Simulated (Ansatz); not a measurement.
## Field gradients against strain in SnSe

```yaml
crystal:
  lattice:
    - [0.00000, 3.01000, 3.01000]
    - [3.01000, 0.00000, 3.01000]
    - [3.01000, 3.01000, 0.00000]
  atoms:
    - { symbol: Sn, position: [0.00000, 0.00000, 0.00000] }
    - { symbol: Se, position: [0.50000, 0.50000, 0.50000] }
```

Atoms are numbered in the order listed.

The cell is COD entry 9008725, as deposited and not checked against the literature; nothing was relaxed.

These are results of DFT, PBE, all-electron PAW with datasets made for the crystal, scalar-relativistic (Ansatz 0.2.0), not measurements.

The runs use a Γ-centred 9×9×9 k mesh, Fermi–Dirac smearing of 0.02 eV, cutoff 240 eV (chosen by the program for this cell), no spin polarisation.

The strain is applied along the Cartesian axes of the cell as listed (γ is the engineering shear, twice εxy = εyz = εzx). Fractional coordinates are held (clamped ions).

The columns are Cartesian components of the electric field gradient at the nuclei, in 10²¹ V/m².

Spin–orbit coupling is left out, which moves gradients at and beside heavy atoms by some per cent and at worst by a factor of two.

Only quantities that a quadratic follows smoothly over the whole series are listed; rougher ones are left out.

```csv
γ,Vxy at Sn1,Vxy at Se2
-0.0300,0.10,-1.06
-0.0100,0.03,-0.35
0.0000,0.00,0.00
0.0100,-0.03,0.35
0.0200,-0.06,0.69
0.0300,-0.09,1.03
```

Problem. Fit the series and give the gradient–strain slopes.

Solution. Least-squares fits y = p0 + p1 x + p2 x² to the rows give Vxy at Sn1: p1 = -3.14, p2 = 6; Vxy at Se2: p1 = 34.8, p2 = -18. The slopes p1 are in 10²¹ V/m² per unit strain, for clamped ions.

Problem. One run, at γ = -0.0200, is withheld. Predict its row.

Solution. The fits give 0.07, -0.70; the run gave 0.06, -0.70.
